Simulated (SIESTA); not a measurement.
AlN, 2 atoms in the cell. The structure is cubic, space group F-43m (No. 216). The conventional cell has a = 4.368 Å, b = 4.368 Å, c = 4.368 Å, α = 90.00°, β = 90.00°, γ = 90.00°. Al (site symmetry -43m) has 4 N at 1.89 Å as nearest neighbours. Around N (site symmetry -43m) lie 4 Al at 1.89 Å. Measurements of this composition are mostly on another form, of space group No. 186.

```yaml
Program: SIESTA 5.4.2
Task: equation of state
Functional: PBEsol
Dispersion: D3(BJ)
Potentials_or_basis: PseudoDojo 0.4 standard (PBEsol files)
Basis: DZP (energy shift 0.003 Ry)
Grid_cutoff: 800 Ry
Energy_shift: 0.003 Ry
k_mesh: 10 × 10 × 10
Occupations: fermi-dirac, width 0.05 eV
Spin: no spin polarisation
Dispersion_by: outside library
```

Potentials or basis: PseudoDojo 0.4 standard (PBEsol files), DZP (energy shift 0.003 Ry).

Command:

```bash
$ python run.py
```

Hardware: 1 thread of Intel(R) Xeon(R) 6975P-C (Granite Rapids), on a shared host.

Question: Estimate the wall time of this run.

Answer: It took 7 min on 1 thread of Intel(R) Xeon(R) 6975P-C (Granite Rapids) (shared host), peak memory 0.39 GiB. Counts: scf iterations 5.
